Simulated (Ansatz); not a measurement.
TiC: zone-centre modes under pressure

TiC, Fm-3m, a = 4.294 Å. Ansatz: PBEsol, PAW, 420 eV, Γ-centred 16×16×16 mesh on 2 atoms, Fermi-Dirac smearing 0.15 eV; no spin polarisation. Cell and atoms are relaxed at each pressure with the symmetry kept; optical modes at Γ by linear response, in cm⁻¹, the highest.

| P (GPa) | V (Å³/atom) | ω1 |
| --- | --- | --- |
| 0 | 9.894 | 541.4 |
| 7 | 9.651 | 566.3 |
| 18 | 9.320 | 600.9 |
| 35 | 8.898 | ? |

Get the mode's Grüneisen parameter γ = −d ln ω/d ln V from the other rows and predict the missing frequency.

ln(V/V0) = 0.0000, -0.0249, -0.0598, -0.1061; a line through ln(ω/ω0) of the 3 known rows gives ω1: γ = 1.741 (intercept 0.0006), predicted 651.6, computed 647.4. The miss is 0.7 %, or 4 % of the shift under pressure, so a constant γ serves at that level. In a metal these frequencies hang on the mesh and smearing.

The mesh isn't the same in all rows (16×16×16, 18×18×18).

Cost: 4 runs of about 1.1 core-minutes in all, on Intel Xeon Platinum 8488C (Sapphire Rapids) (shared hosts).